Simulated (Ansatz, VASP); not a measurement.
**One calculation of LiCl, two programs**

The input INCAR:

```
SYSTEM = LiCl
  ALGO = Normal
  EDIFF = 1E-7
  ENCUT = 520
  GGA = PS
  ISIF = 2
  ISMEAR = 0
  LASPH = .TRUE.
  LCHARG = .FALSE.
  LREAL = .FALSE.
  LWAVE = .FALSE.
  NBANDS = 12
  NELM = 80
  PREC = Accurate
  SIGMA = 0.05
```

File KPOINTS:

```
k-points
0
G
  8 8 8
  0 0 0
```

Contents of POSCAR:

```
LiCl
1.0
   -0.1226194028      2.5049392283      2.5049392283
    2.5049392283     -0.1226194028      2.5049392283
    2.5049392283      2.5049392283     -0.1226194028
Li Cl
1 1
Direct
    0.0000000000      0.0000000000      0.0000000000
    0.5000000000      0.5000000000      0.5000000000
```

Input for Ansatz:

```yaml
crystal:
  lattice:
    - [-0.1226194028, 2.5049392283, 2.5049392283]
    - [2.5049392283, -0.1226194028, 2.5049392283]
    - [2.5049392283, 2.5049392283, -0.1226194028]
  atoms:
    - { symbol: Li, position: [0.0, 0.0, 0.0] }
    - { symbol: Cl, position: [0.5, 0.5, 0.5] }
basis:
  ecutwfc: 420
kpoints:
  mp_grid: { grid: [8, 8, 8] }
hamiltonian:
  xc: pbesol
scf:
  occupations: { method: gaussian, width: 0.05 }
output:
  forces: true
  stress: true
  eigenvalues: true
```

Alike in both runs: task single point; functional PBEsol; k mesh 8 × 8 × 8; occupations gaussian, width 0.05 eV; no spin polarisation.

|  | VASP | Ansatz |
| --- | --- | --- |
| version | VASP 6.6.1 | Ansatz 0.2.0 |
| potentials or method | VASP PAW PBE potentials, release 64 (Li_sv, Cl) | scalar-relativistic, plane waves, PAW |
| plane-wave cutoff (eV) | 520 | 420 |
| valence electrons in the cell | 10 | 10 |

```tsv
	VASP	Ansatz	Ansatz less VASP
gap on the k mesh at the Fermi level (eV)	5.83	5.82	-0.011
least direct gap on the mesh (eV)	5.83	5.82	-0.011
```

With one functional, cell and mesh, what is left measures potentials, basis and numerics.

 A k mesh can miss the band edges.
